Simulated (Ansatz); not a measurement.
# Ti2C: response to biaxial strain in the a-b plane

The task here is to estimate one member of a computed series from the others.

Method: DFT r2SCAN, scalar-relativistic, plane waves, PAW, in Ansatz 0.2.0.

2 further runs of the same task are left out: 2 set aside as unsound or not needed.

**The system as given**

The structure is trigonal, space group R-3m (No. 166). Conventional cell: a = 3.078 Å, b = 3.078 Å, c = 14.463 Å, α = 90.00°, β = 90.00°, γ = 120.00°. Ti (site symmetry 3m) is surrounded by 3 C at 2.11 Å. C (site symmetry -3m) has 6 Ti at 2.11 Å in its first shell of neighbours.

Coordinates:

```cif
data_structure
_symmetry_space_group_name_H-M 'R-3m:H'
_symmetry_Int_Tables_number 166
_cell_length_a 3.0780
_cell_length_b 3.0780
_cell_length_c 14.4626
_cell_angle_alpha 90.000
_cell_angle_beta 90.000
_cell_angle_gamma 120.000
_cell_volume 118.66
loop_
_atom_site_label
_atom_site_type_symbol
_atom_site_symmetry_multiplicity
_atom_site_Wyckoff_symbol
_atom_site_fract_x
_atom_site_fract_y
_atom_site_fract_z
_atom_site_occupancy
Ti1 Ti 6 c 0.00000 0.00000 0.24521 1
C1 C 3 b 0.33333 0.66667 0.16667 1
```

It goes back to an entry of the Materials Project, which need not be the stable form.

The unstrained cell comes from an earlier run at this level (9 atoms, E(σ→0) -15787.9175 eV, gap none (metal)).

The first run:

input.yaml

```yaml
crystal:
  lattice:
    - [3.0471801738, 0.0, 0.0]
    - [-1.5235900869, 2.6389354404, 0.0]
    - [0.0, 0.0, 14.5493448061]
  atoms:
    - { symbol: Ti, position: [0.3333333333, 0.6666666667, 0.9118801907] }
    - { symbol: Ti, position: [0.0, 0.0, 0.754786476] }
    - { symbol: Ti, position: [0.0, 0.0, 0.245213524] }
    - { symbol: Ti, position: [0.6666666667, 0.3333333333, 0.0881198093] }
    - { symbol: Ti, position: [0.6666666667, 0.3333333333, 0.5785468573] }
    - { symbol: Ti, position: [0.3333333333, 0.6666666667, 0.4214531427] }
    - { symbol: C, position: [0.6666666667, 0.3333333333, 0.8333333333] }
    - { symbol: C, position: [0.3333333333, 0.6666666667, 0.1666666667] }
    - { symbol: C, position: [0.0, 0.0, 0.5] }
basis:
  ecutwfc: 500
kpoints:
  mp_grid: { grid: [12, 12, 4] }
hamiltonian:
  xc: r2scan
scf:
  occupations: { method: gaussian, width: 0.1 }
output:
  forces: true
  stress: true
  eigenvalues: true
relax:
  adjacent_minimum: "off"
  f_tol: 0.008
  max_steps: 40
  cell: { stress_tol: 0.015, fix: [a, b, gamma] }
```

The run is started by

```console
$ ansatz run input.yaml --threads 1 --pin off --max-ram 2560MiB --backend cpu --events-out ev --progress --plain --runs-dir out
```

Among the steps run: Strain -1.0 %; Strain +1.0 %; The cell strained by -2.0 %.

One of the session's tables, all rows but one given; the rest of the session is left out.

Lengths are those of the vectors of the cell that was run; stresses in GPa:

```
strain (%)  ΔE (meV/atom)  a (Å)  b (Å)   c (Å)
      -2.0           13.2  3.016  3.016  14.616
      -1.0              ?      ?      ?       ?
      +0.0            0.0  3.078  3.078  14.463
      +1.0            3.0  3.109  3.109  14.388
```

Q: Estimate the row for strain (%) = -1.0 from the others.

Worked estimate for «ΔE (meV/atom)». A straight line through the neighbours (-2.0, 13.2) and (0.0, 0.0) gives 13.2 + (0.0 − 13.2) × (-1.0 + 2.0) / (0.0 + 2.0) = 6.6; a parabola fitted to 3 rows on both sides gives 3.4.

As computed: ΔE (meV/atom): 3.4; a (Å): 3.047; b (Å): 3.047; c (Å): 14.537. In «ΔE (meV/atom)» the line misses by +3.2 and the parabola by 0.0.

ΔE is over the unstrained cell. Stress in GPa, positive in compression, on the Cartesian axes of the input. 
